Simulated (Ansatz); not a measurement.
**Fixed-spin-moment curve of NiO**

How does the energy of NiO change when the total moment of the cell is held at chosen values, and does the free SCF sit at the minimum of that curve? The cell (2 atoms) is NiO in its deposited structure (space group Fm-3m). Source: COD entry 4320508.

Computed with Ansatz 0.2.0 (DFT LDA+U, PAW, plane waves, scalar-relativistic; U − J = 6.2 eV on Ni d, unless a step's input says otherwise).

**1. The system as given**

It takes space group Fm-3m (No. 225, cubic). The conventional cell has a = 4.200 Å, b = 4.200 Å, c = 4.200 Å, α = 90.00°, β = 90.00°, γ = 90.00°. Ni (site symmetry m-3m) is surrounded by 6 O at 2.10 Å. O (site symmetry m-3m) has 6 Ni at 2.10 Å as nearest neighbours.

Structure file:

```xyz
2
Lattice="0.0000 2.0999 2.0999 2.0999 0.0000 2.0999 2.0999 2.0999 0.0000" Properties=species:S:1:pos:R:3 pbc="T T T"
Ni    0.0000    0.0000    0.0000
O     2.0999    2.0999    2.0999
```

Atoms are counted from 1 in the order of input.yaml (O2 and so on).

In a fixed run the two spins have Fermi levels of their own, and the moment is shared at the start among the d and f atoms with one sign. No search for lower states follows.

Site moments are integrals over atomic spheres and don't add up to the total.

**2. Usual moment, free total moment**

The input, input.yaml:

```yaml
crystal:
  lattice:
    - [0.0, 2.09993, 2.09993]
    - [2.09993, 0.0, 2.09993]
    - [2.09993, 2.09993, 0.0]
  atoms:
    - { symbol: Ni, position: [0.0, 0.0, 0.0], spin: 2.0 }
    - { symbol: O, position: [0.5, 0.5, 0.5] }
magnetization:
  spin_polarized: true
hamiltonian:
  xc: lda
  pseudopotentials: { kind: paw }
  hubbard: { sites: [{ species: Ni, l: d, u_eff: 6.2 }] }
basis:
  ecutwfc: 420
kpoints:
  mp_grid: { grid: [8, 8, 8] }
scf:
  occupations: { method: fermi_dirac, width: 0.03 }
  lower_state_search: "off"
output:
  forces: true
  stress: true
```

What it wrote:

```text
Ni: projections on atomic orbitals take those of the free atom [Ne] 3s2 3p6 3d8 4s2, of charge +0.00 (hamiltonian.pseudopotentials.projection_atoms); the dataset's partial waves leave at most 1.6e-6 of an orbital's norm unspanned inside its sphere
O: projections on atomic orbitals take those of the free atom [He] 2s2 2p4, of charge +0.00 (hamiltonian.pseudopotentials.projection_atoms); the dataset's partial waves leave at most 1.9e-8 of an orbital's norm unspanned inside its sphere
Engine: ansatz 0.2.0, aarch64-unknown-linux-gnu
Pseudopotentials: kind: paw
Pseudopotential: Ni, paw, valence charge 18, recommended cutoff 420 eV (normal), Ni.paw.azcp
Pseudopotential: O, paw, valence charge 6, recommended cutoff 420 eV (normal), O.paw.azcp
Functional definition: SPW92
  exchange = slater_x
  correlation = pw_c
Crystal: 2 atoms, lattice volume = 18.520 Å³
Basis set: ecut = 420 eV, 339 PW (Γ)
Bands: 17, of which v1, the nominal top of the filled ones, is band 12 counted from 1 (11 counted from 0)
Symmetry: 48 space group operations
Space group: Fm-3m (ITA 225), of the structure as read, at distance tolerance 2.6e-5 Å
Magnetic group: BNS 225.116 (UNI 1618), of the structure as read, at distance tolerance 2.6e-5 Å
k-points: 29 of 512
Non-local potential: Ni, projectors of the file, l = 0: 3, l = 1: 2, l = 2: 3, l = 3: 1
Non-local potential: O, projectors of the file, l = 0: 2, l = 1: 2, l = 2: 1
PAW form: soft (Blöchl's): semilocal exchange-correlation on the pseudo side does not see the compensation charge
PAW frozen core: Ni, regenerated for the run's functional, and the local potential with it (the file was generated under x = pbe(κ = 0.804, μ = 0.2195149727645171), c = pbe(β = 0.06672455060314922))
PAW frozen core: O, regenerated for the run's functional, and the local potential with it (the file was generated under x = pbe(κ = 0.804, μ = 0.2195149727645171), c = pbe(β = 0.06672455060314922))
PAW one-centre angular grid: Ni, 590 points (default); XC on 64 Gauss nodes
PAW one-centre angular grid: O, 110 points (default); XC on 64 Gauss nodes
Initial density: superposition of atomic densities (chi_scale 0.1, normalization cell, long waves kept (reshape's long-wave potential 0.00 eV rms))
Starting moments: Σ|m| = 2 μB on 1 of 2 sites
Initial wavefunctions: pseudopotential atomic-orbital guess
Functional: x = slater, c = lda
SCF iter   1: F=—  HF=-6327.422909 eV  |F-HF|=—  |Δ(HF+E_count)|=         —  Δρ=4.03e-1 (↑1.12e-1 ↓4.03e-1)  dr2=3.38e1  dr2_m=5.18e0  M=0.521 μB ∫|m|=0.522 μB  β_m=0.30  ethr=3.10e-3  ⟨swp⟩=5.0  Hψ=4390  notcnv=0
preconditioner: auto → none  [metal: Δε(μ)=0.026 eV  Ē_g=16.306 eV  σ=0.030 eV  W_gap=0.21  n_scr=8 (ndim 8)  ℏωp=34.5 eV  f_vac=0.000  D(μ)=1.30/eV (n_scr^D=14)  sad-step TF]
SCF iter   2: F=—  HF=-6323.915070 eV  |F-HF|=—  |Δ(HF+E_count)|=    3.51e0  Δρ=8.50e-2 (↑8.50e-2 ↓7.48e-2)  dr2=7.72e-1  dr2_m=4.92e-1  M=1.865 μB ∫|m|=1.870 μB  β_m=0.30  ethr=3.10e-3  ⟨swp⟩=3.2  Hψ=2703  notcnv=0  defer=27
Mixer restart at iter 2: flushing history
spin-set hold released at iteration 2 (the charge has settled, or the pull on large starting moments outlasts its swing): the magnetisation degrees of freedom join the quasi-Newton model from the next iteration; the mixer history was flushed
SCF iter   3: F=—  HF=-6324.419000 eV  |F-HF|=—  |Δ(HF+E_count)|=   5.04e-1  Δρ=7.49e-2 (↑3.02e-2 ↓7.49e-2)  dr2=3.73e-1  dr2_m=3.78e-1  M=1.802 μB ∫|m|=1.804 μB  β_m=0.43  ethr=3.10e-3  ⟨swp⟩=2.5  Hψ=2176  notcnv=0  defer=27
SCF iter   4: F=—  HF=-6325.212748 eV  |F-HF|=—  |Δ(HF+E_count)|=   7.94e-1  Δρ=6.90e-2 (↑3.82e-2 ↓6.90e-2)  dr2=9.90e-1  dr2_m=1.37e-1  M=2.000 μB ∫|m|=2.008 μB  β_m=0.49  ethr=1.56e-3  ⟨swp⟩=2.1  Hψ=1741  notcnv=0  defer=27
SCF iter   5: F=—  HF=-6325.722179 eV  |F-HF|=—  |Δ(HF+E_count)|=   5.09e-1  Δρ=4.56e-2 (↑3.87e-3 ↓4.56e-2)  dr2=3.08e-1  dr2_m=8.96e-2  M=2.000 μB ∫|m|=2.009 μB  β_m=0.69  ethr=1.56e-3  ⟨swp⟩=2.4  Hψ=1941  notcnv=0  defer=31
SCF iter   6: F=—  HF=-6325.716730 eV  |F-HF|=—  |Δ(HF+E_count)|=   5.45e-3  Δρ=2.32e-2 (↑1.31e-2 ↓2.32e-2)  dr2=1.17e-1  dr2_m=2.84e-2  M=2.000 μB ∫|m|=2.008 μB  β_m=0.58  ethr=1.28e-3  ⟨swp⟩=2.0  Hψ=1641  notcnv=0  defer=36
SCF iter   7: F=—  HF=-6325.707544 eV  |F-HF|=—  |Δ(HF+E_count)|=   9.19e-3  Δρ=1.22e-2 (↑3.83e-3 ↓1.22e-2)  dr2=1.49e-2  dr2_m=8.94e-3  M=2.000 μB ∫|m|=2.007 μB  β_m=0.79  ethr=4.89e-4  ⟨swp⟩=2.2  Hψ=1543  notcnv=0  defer=36
SCF iter   8: F=—  HF=-6325.715073 eV  |F-HF|=—  |Δ(HF+E_count)|=   7.53e-3  Δρ=1.25e-3 (↑6.02e-4 ↓1.25e-3)  dr2=3.05e-4  dr2_m=3.81e-5  M=2.000 μB ∫|m|=2.007 μB  β_m=0.82  ethr=6.23e-5  ⟨swp⟩=2.4  Hψ=1680  notcnv=0  defer=36
SCF iter   9: F=—  HF=-6325.715075 eV  |F-HF|=—  |Δ(HF+E_count)|=   1.12e-6  Δρ=1.85e-4 (↑1.53e-4 ↓1.85e-4)  dr2=1.24e-6  dr2_m=4.18e-6  M=2.000 μB ∫|m|=2.007 μB  β_m=0.91  ethr=1.27e-6  ⟨swp⟩=2.1  Hψ=1674  notcnv=0  defer=36
SCF iter  10: F=—  HF=-6325.715073 eV  |F-HF|=—  |Δ(HF+E_count)|=   1.36e-6  Δρ=3.36e-5 (↑3.36e-5 ↓3.14e-5)  dr2=1.08e-7  dr2_m=1.55e-7  M=2.000 μB ∫|m|=2.007 μB  β_m=0.93  ethr=5.19e-9  ⟨swp⟩=2.1  Hψ=1522  notcnv=0  defer=36
iter 11 met the thresholds in force, and the SCF goes on: an eigenvalue changes by 0.08 meV, over its tolerance of 0.06 meV (output.eigenvalues, Limitations)
SCF iter  11: F=-6325.715073 eV  HF=-6325.715073 eV  |F-HF|=5.97e-10  |Δ(HF+E_count)|=   3.43e-8  Δρ=6.40e-6 (↑4.81e-6 ↓6.40e-6)  dr2=3.72e-9  dr2_m=4.52e-9  M=2.000 μB ∫|m|=2.007 μB  β_m=0.96  ethr=4.17e-10  ⟨swp⟩=3.5  Hψ=2694  notcnv=0
SCF iter  12: F=-6325.715073 eV  HF=-6325.715073 eV  |F-HF|=9.09e-13  |Δ(HF+E_count)|=   1.62e-9  Δρ=1.54e-7 (↑8.46e-8 ↓1.54e-7)  dr2=2.33e-12  dr2_m=1.86e-12  M=2.000 μB ∫|m|=2.007 μB  ethr=1.55e-11  ⟨swp⟩=1.4  Hψ=2570  notcnv=0
SCF 1 converged in 12 iterations: F = -6325.715073 eV  dr2 = 2.33e-12
SCF converged after 12 iterations
an eigenvalue changed by more than its tolerance at an iteration that met the thresholds in force, so the SCF went on 1 time: the last check found none over its tolerance
Magnetization: 2.0000 μB (13.0000 up, 11.0000 down)
Absolute magnetization: 2.0060 μB (∫|ρ↑−ρ↓|, with the PAW one-centre terms)
Spin contamination: 0.0017 ħ² per cell (⟨S²⟩ above its minimum at these occupations)
Per-site moments (μB) at R_I (Å): [(1.6901237087995213, 0.866221125), (0.23778366591065836, 0.866221125)]
Free energy (F): -6325.715073 eV
Harris-Foulkes:  -6325.715073 eV  (|F-HF|=9.09e-13)
Internal energy: -6325.715073 eV  (E = F + TS)
E sigma→0 (E₀):  -6325.715073 eV
Fermi energy:    13.790428 eV
--- Per-component energies (eV) ---
  E_band       = -369.418482
  E_kinetic    = 449.006529
  E_local      = -4016.613731  (includes V_loc(G=0)·N_el)
  E_nonlocal   = 694.026047
  E_hartree    = 1644.413514
  E_xc         = -154.266492
  E_vxc        = -199.042523  (∫ρ·V_xc dr)
  E_hubbard    = 0.855159  (on-site DFT+U / exact-exchange correction)
  E_vhub       = -23.965590  (the Hubbard potential's part of the band-sum identity)
  E_paw        = -1710.614488  (= ΣΔE_a)
  E_vpaw       = -561.659057  (= ΣTr[D̂ρ^β])
  E_aug_tail   = 0.002919  (compensation charges beyond the density's cutoff)
  E_ewald      = -3233.055573
  E_core_change = 0.531042  (= ΣΔE_core)
  E_smearing   = -0.000000  (= −TS)
  E_closure    = -0.000000  (closes the sum)
  Σ components = -6325.715073   (vs F -6325.715073, Δ=0.00e0)
--- Forces (eV/Å), atoms counted from 1 ---
  atom   1  Ni    -0.00000000    -0.00000000     0.00000000
  atom   2  O      0.00000000    -0.00000000     0.00000000
  max |Σ_I F_I| component: 1.91e-29 eV/Å
--- Stress (GPa, compression-positive) ---
       -8.606592      -0.000000      -0.000000
        0.000000      -8.606592       0.000000
        0.000000      -0.000000      -8.606592
  P = ⅓ Tr σ = -8.6066 GPa (-86.066 kbar)
Occupation matrices written to <dir>
```

It took 2 s on 2 threads of an Arm CPU, shared host; peak memory 0.25 GiB.

Site moments Ni1 1.69, O2 0.24 μB, total 2.00 μB.

**3. Total moment fixed at 0 μB**

input.yaml, as its differences from that of step 2:

```diff
@@ -6,3 +6,3 @@
   atoms:
-    - { symbol: Ni, position: [0.0, 0.0, 0.0], spin: 2.0 }
+    - { symbol: Ni, position: [0.0, 0.0, 0.0] }
     - { symbol: O, position: [0.5, 0.5, 0.5] }
@@ -10,2 +10,4 @@
   spin_polarized: true
+  initial_magnetization: 0
+  spin_locking: { lock_magnetization: hard }
 hamiltonian:
@@ -21,2 +23,3 @@
   lower_state_search: "off"
+  max_iter: 150
 output:
```

What it wrote:

```text
Warning: output.stress: scf.convergence.dr2_threshold = 1e-7 eV (the SCF's general default) is looser than the 2e-10 eV advised for a printed stress (1e-10 eV for each atom of the cell: 2). What an SCF threshold leaves in a stress goes as its square root, and in the free energy as the threshold itself, and one threshold admits the most on a small cell: of the crystals measured, under no hybrid functional and no lock of the moments, on runs that ended without the residual-converged pass, on stresses that held no estimate of that error, the worst erred by over 100 MPa in a component at 1e-7 eV an atom and by under 5 at 1e-10. Set scf.convergence.dr2_threshold to 2e-10 eV or tighter. The threshold is an SCF's pass mark: one that does not reach it within its budget of iterations ends unconverged, or closes short of it on a stop that the run arms, and scf.convergence.dr2_threshold's page says what that costs each kind of run
[... 11 lines as in an earlier run ...]
Bands: 16, of which v1, the nominal top of the filled ones, is band 12 counted from 1 (11 counted from 0)
[... 13 lines as in an earlier run ...]
SCF iter   1: F=—  HF=-6329.309110 eV  |F-HF|=—  |Δ(HF+E_count)|=         —  Δρ=2.58e-1 (↑2.58e-1 ↓2.58e-1)  dr2=3.95e1  dr2_m=0.00e0  M=0.000 μB ∫|m|=0.000 μB  β_m=0.30  ethr=3.10e-3  ⟨swp⟩=4.9  Hψ=2101  notcnv=0
preconditioner: auto → none  [metal: Δε(μ)=0.060 eV  Ē_g=14.686 eV  σ=0.030 eV  W_gap=0.46  n_scr=8 (ndim 8)  ℏωp=34.5 eV  f_vac=0.000  D(μ)=0.94/eV (n_scr^D=14)  sad-step TF]
SCF iter   2: F=—  HF=-6323.923309 eV  |F-HF|=—  |Δ(HF+E_count)|=    5.39e0  Δρ=4.49e-2 (↑4.49e-2 ↓4.49e-2)  dr2=4.08e-1  dr2_m=0.00e0  M=0.000 μB ∫|m|=0.000 μB  β_m=0.30  ethr=3.10e-3  ⟨swp⟩=3.2  Hψ=1293  notcnv=0  defer=4
SCF iter   3: F=—  HF=-6323.816916 eV  |F-HF|=—  |Δ(HF+E_count)|=   1.06e-1  Δρ=3.25e-2 (↑3.25e-2 ↓3.25e-2)  dr2=1.82e-1  dr2_m=0.00e0  M=0.000 μB ∫|m|=0.000 μB  β_m=0.54  ethr=1.70e-3  ⟨swp⟩=2.6  Hψ=1008  notcnv=0  defer=3
SCF iter   4: F=—  HF=-6324.029436 eV  |F-HF|=—  |Δ(HF+E_count)|=   2.13e-1  Δρ=1.67e-2 (↑1.67e-2 ↓1.67e-2)  dr2=9.44e-2  dr2_m=0.00e0  M=0.000 μB ∫|m|=0.000 μB  β_m=0.57  ethr=7.59e-4  ⟨swp⟩=2.7  Hψ=1099  notcnv=0  defer=3
SCF iter   5: F=—  HF=-6324.046635 eV  |F-HF|=—  |Δ(HF+E_count)|=   1.72e-2  Δρ=9.88e-3 (↑9.88e-3 ↓9.88e-3)  dr2=6.00e-2  dr2_m=0.00e0  M=0.000 μB ∫|m|=0.000 μB  β_m=0.62  ethr=3.93e-4  ⟨swp⟩=2.3  Hψ=864  notcnv=0  defer=3
SCF iter   6: F=—  HF=-6324.041713 eV  |F-HF|=—  |Δ(HF+E_count)|=   4.92e-3  Δρ=1.03e-3 (↑1.03e-3 ↓1.03e-3)  dr2=4.54e-4  dr2_m=0.00e0  M=0.000 μB ∫|m|=0.000 μB  β_m=0.81  ethr=2.50e-4  ⟨swp⟩=2.2  Hψ=647  notcnv=0  defer=3
SCF iter   7: F=—  HF=-6324.041934 eV  |F-HF|=—  |Δ(HF+E_count)|=   2.21e-4  Δρ=1.13e-3 (↑1.13e-3 ↓1.13e-3)  dr2=6.61e-4  dr2_m=0.00e0  M=0.000 μB ∫|m|=0.000 μB  β_m=0.81  ethr=1.89e-6  ⟨swp⟩=2.2  Hψ=814  notcnv=0  defer=2
SCF iter   8: F=—  HF=-6324.041857 eV  |F-HF|=—  |Δ(HF+E_count)|=   7.76e-5  Δρ=6.00e-5 (↑6.00e-5 ↓6.00e-5)  dr2=1.37e-6  dr2_m=0.00e0  M=0.000 μB ∫|m|=0.000 μB  β_m=0.90  ethr=1.89e-6  ⟨swp⟩=2.3  Hψ=625  notcnv=0  defer=2
SCF iter   9: F=—  HF=-6324.041852 eV  |F-HF|=—  |Δ(HF+E_count)|=   4.26e-6  Δρ=4.00e-6 (↑4.00e-6 ↓4.00e-6)  dr2=6.48e-9  dr2_m=0.00e0  M=0.000 μB ∫|m|=0.000 μB  β_m=0.95  ethr=4.17e-10  ⟨swp⟩=3.4  Hψ=1840  notcnv=0
SCF iter  10: F=-6324.041852 eV  HF=-6324.041852 eV  |F-HF|=1.27e-10  |Δ(HF+E_count)|=  6.49e-10  Δρ=5.03e-7 (↑5.03e-7 ↓5.03e-7)  dr2=1.72e-10  dr2_m=0.00e0  M=0.000 μB ∫|m|=0.000 μB  ethr=2.70e-11  ⟨swp⟩=1.4  Hψ=1326  notcnv=0
the last iteration of the SCF fills more bands at one k-point than at another: 11 at σ=↑ k=2 and 13 at σ=↑ k=0; 11 at σ=↓ k=2 and 13 at σ=↓ k=0 (a band counts as filled where it holds over half of its capacity, the bands of one level by their mean; [...]
SCF 1 converged in 10 iterations: F = -6324.041852 eV  dr2 = 1.72e-10
SCF converged after 10 iterations
Stability checked in part: among states of this total moment the steps that led to this state did not find it unstable. No probe was made; neither looks for a lower state of another moment (fixed_total_moment; see scf.lower_state_search)
Magnetization: 0.0000 μB (12.0000 up, 12.0000 down)
Absolute magnetization: 0.0000 μB (∫|ρ↑−ρ↓|)
Spin contamination: 0.0000 ħ² per cell (⟨S²⟩ above its minimum at these occupations)
Per-site moments (μB) at R_I (Å): [(0.0, 0.866221125), (0.0, 0.866221125)]
Free energy (F): -6324.041852 eV
Harris-Foulkes:  -6324.041852 eV  (|F-HF|=1.27e-10)
Internal energy: -6324.030190 eV  (E = F + TS)
E sigma→0 (E₀):  -6324.036021 eV
Entropy (-TS):   -0.011662 eV (-5.831 meV/atom)
Fermi energy:    13.134360 (↑ 13.134360, ↓ 13.134360) eV
--- Per-component energies (eV) ---
  E_band       = -349.401163
  E_kinetic    = 452.880315
  E_local      = -4045.586647  (includes V_loc(G=0)·N_el)
  E_nonlocal   = 700.933425
  E_hartree    = 1668.786515
  E_xc         = -154.048028
  E_vxc        = -198.741930  (∫ρ·V_xc dr)
  E_hubbard    = 2.861278  (on-site DFT+U / exact-exchange correction)
  E_vhub       = -21.067658  (the Hubbard potential's part of the band-sum identity)
  E_paw        = -1717.335281  (= ΣΔE_a)
  E_vpaw       = -575.395228  (= ΣTr[D̂ρ^β])
  E_aug_tail   = 0.002764  (compensation charges beyond the density's cutoff)
  E_ewald      = -3233.055573
  E_core_change = 0.531042  (= ΣΔE_core)
  E_smearing   = -0.011662  (= −TS)
  E_closure    = 0.000000  (closes the sum)
  Σ components = -6324.041852   (vs F -6324.041852, Δ=0.00e0)
--- Forces (eV/Å), atoms counted from 1 ---
  atom   1  Ni    -0.00000000    -0.00000000    -0.00000000
  atom   2  O      0.00000000     0.00000000    -0.00000000
  max |Σ_I F_I| component: 1.03e-29 eV/Å
--- Stress (GPa, compression-positive) ---
      -21.739331       0.000000      -0.000000
        0.000000     -21.739331       0.000000
       -0.000000       0.000000     -21.739331
  P = ⅓ Tr σ = -21.7393 GPa (-217.393 kbar)
Occupation matrices written to <dir>
```

It took 1 s on 2 threads of an Arm CPU, shared host; peak memory 0.25 GiB.

Site moments Ni1 0.00 μB, total 0.00 μB; the free energy is 1673 meV per cell above that of step 2.

**4. Total moment fixed at 4 μB**

input.yaml, as its differences from that of step 3:

```diff
@@ -6,3 +6,3 @@
   atoms:
-    - { symbol: Ni, position: [0.0, 0.0, 0.0] }
+    - { symbol: Ni, position: [0.0, 0.0, 0.0], spin: 4.0 }
     - { symbol: O, position: [0.5, 0.5, 0.5] }
@@ -10,3 +10,3 @@
   spin_polarized: true
-  initial_magnetization: 0
+  initial_magnetization: 4
   spin_locking: { lock_magnetization: hard }
```

What it wrote:

```text
[... 12 lines as in an earlier run ...]
Bands: 18, of which v1, the nominal top of the filled ones, is band 12 counted from 1 (11 counted from 0)
[... 12 lines as in an earlier run ...]
Starting moments: Σ|m| = 4 μB on 1 of 2 sites
[... 2 lines as in an earlier run ...]
SCF iter   1: F=—  HF=-6314.708283 eV  |F-HF|=—  |Δ(HF+E_count)|=         —  Δρ=2.59e-1 (↑1.44e-1 ↓2.59e-1)  dr2=2.66e0  dr2_m=6.75e0  M=4.000 μB ∫|m|=4.000 μB  β_m=0.30  ethr=3.10e-3  ⟨swp⟩=5.0  Hψ=4544  notcnv=0
preconditioner: auto → none  [metal: Δε(μ)=0.022 eV  Ē_g=14.170 eV  σ=0.030 eV  W_gap=0.18  n_scr=8 (ndim 8)  ℏωp=34.5 eV  f_vac=0.000  D(μ)=1.19/eV (n_scr^D=14)  sad-step TF]
SCF iter   2: F=—  HF=-6315.331416 eV  |F-HF|=—  |Δ(HF+E_count)|=   6.23e-1  Δρ=1.23e-1 (↑1.22e-1 ↓1.23e-1)  dr2=1.14e-1  dr2_m=2.48e0  M=4.000 μB ∫|m|=4.000 μB  β_m=0.48  ethr=3.10e-3  ⟨swp⟩=2.5  Hψ=2090  notcnv=0  defer=41
SCF iter   3: F=—  HF=-6317.929003 eV  |F-HF|=—  |Δ(HF+E_count)|=    2.60e0  Δρ=3.12e-1 (↑5.64e-3 ↓3.12e-1)  dr2=1.44e1  dr2_m=4.26e0  M=4.000 μB ∫|m|=4.000 μB  β_m=0.20  ethr=4.73e-4  ⟨swp⟩=3.5  Hψ=2395  notcnv=0  defer=42  recentre
SCF iter   4: F=—  HF=-6316.452878 eV  |F-HF|=—  |Δ(HF+E_count)|=    1.48e0  Δρ=5.92e-2 (↑5.92e-2 ↓3.15e-2)  dr2=2.48e-1  dr2_m=2.24e-1  M=4.000 μB ∫|m|=4.000 μB  β_m=0.37  ethr=4.73e-4  ⟨swp⟩=3.3  Hψ=2680  notcnv=0  defer=62
SCF iter   5: F=—  HF=-6316.972135 eV  |F-HF|=—  |Δ(HF+E_count)|=   5.19e-1  Δρ=2.15e-2 (↑4.51e-3 ↓2.15e-2)  dr2=3.28e-2  dr2_m=2.33e-2  M=4.000 μB ∫|m|=4.000 μB  β_m=0.49  ethr=4.73e-4  ⟨swp⟩=2.6  Hψ=2233  notcnv=0  defer=45
SCF iter   6: F=—  HF=-6317.095991 eV  |F-HF|=—  |Δ(HF+E_count)|=   1.24e-1  Δρ=1.04e-2 (↑2.93e-3 ↓1.04e-2)  dr2=2.19e-2  dr2_m=3.86e-3  M=4.000 μB ∫|m|=4.000 μB  β_m=0.72  ethr=1.37e-4  ⟨swp⟩=2.5  Hψ=1732  notcnv=0  defer=49
[... 3 lines left out ...]
SCF iter  10: F=—  HF=-6317.126472 eV  |F-HF|=—  |Δ(HF+E_count)|=   3.81e-5  Δρ=2.61e-4 (↑2.42e-5 ↓2.61e-4)  dr2=7.77e-6  dr2_m=3.30e-6  M=4.000 μB ∫|m|=4.000 μB  β_m=0.92  ethr=4.89e-6  ⟨swp⟩=2.1  Hψ=1247  notcnv=0  defer=53
SCF iter  11: F=—  HF=-6317.126478 eV  |F-HF|=—  |Δ(HF+E_count)|=   5.10e-6  Δρ=8.90e-5 (↑6.48e-6 ↓8.90e-5)  dr2=1.24e-6  dr2_m=3.12e-7  M=4.000 μB ∫|m|=4.000 μB  β_m=0.96  ethr=3.24e-8  ⟨swp⟩=2.1  Hψ=1379  notcnv=0  defer=53
iter 12 met the thresholds in force, and the SCF goes on: an eigenvalue changes by 1.28 meV, over its tolerance of 0.50 meV (output.eigenvalues, Limitations)
SCF iter  12: F=-6317.126478 eV  HF=-6317.126478 eV  |F-HF|=5.41e-8  |Δ(HF+E_count)|=   9.28e-8  Δρ=1.12e-5 (↑9.93e-6 ↓1.12e-5)  dr2=4.59e-8  dr2_m=1.08e-9  M=4.000 μB ∫|m|=4.000 μB  β_m=0.80  ethr=4.17e-10  ⟨swp⟩=3.0  Hψ=3751  notcnv=0
SCF iter  13: F=-6317.126478 eV  HF=-6317.126478 eV  |F-HF|=5.49e-10  |Δ(HF+E_count)|=   1.22e-8  Δρ=6.05e-6 (↑9.66e-7 ↓6.05e-6)  dr2=5.06e-9  dr2_m=1.30e-9  M=4.000 μB ∫|m|=4.000 μB  ethr=1.91e-10  ⟨swp⟩=2.2  Hψ=3209  notcnv=0
the last iteration of the SCF fills more bands at one k-point than at another: 14 at every k-point of σ=↑; 8 at σ=↓ k=0 and 11 at σ=↓ k=4 (a band counts as filled where it holds over half of its capacity, the bands of one level by their mean; [...]
SCF 1 converged in 13 iterations: F = -6317.126478 eV  dr2 = 5.06e-9
SCF converged after 13 iterations
[... 1 line as in an earlier run ...]
an eigenvalue changed by more than its tolerance at an iteration that met the thresholds in force, so the SCF went on 1 time: the last check found none over its tolerance
Magnetization: 4.0000 μB (14.0000 up, 10.0000 down)
Absolute magnetization: 4.0000 μB (∫|ρ↑−ρ↓|, with the PAW one-centre terms)
Spin contamination: 0.0026 ħ² per cell (⟨S²⟩ above its minimum at these occupations)
Per-site moments (μB) at R_I (Å): [(2.161253834412754, 0.866221125), (1.183783262483422, 0.866221125)]
Free energy (F): -6317.126478 eV
Harris-Foulkes:  -6317.126478 eV  (|F-HF|=5.49e-10)
Internal energy: -6317.122103 eV  (E = F + TS)
E sigma→0 (E₀):  -6317.124290 eV
Entropy (-TS):   -0.004374 eV (-2.187 meV/atom)
Fermi energy:    15.836393 (↑ 21.346645, ↓ 10.581855) eV
[... 18 lines left out: energy terms ...]
--- Forces (eV/Å), atoms counted from 1 ---
  atom   1  Ni    -0.00000000     0.00000000    -0.00000000
  atom   2  O      0.00000000    -0.00000000    -0.00000000
  max |Σ_I F_I| component: 1.44e-29 eV/Å
--- Stress (GPa, compression-positive) ---
       66.108952       0.000000      -0.000000
       -0.000000      66.108952       0.000000
        0.000000      -0.000000      66.108952
  P = ⅓ Tr σ = 66.1090 GPa (661.090 kbar)
Occupation matrices written to <dir>
```

Run time: 1.7 s. Hardware: 2 threads of an Arm CPU, shared host; peak memory 0.27 GiB.

Site moments Ni1 2.16, O2 1.18 μB, total 4.00 μB; the free energy is 8589 meV per cell above that of step 2.

[end of part 1 of 2]
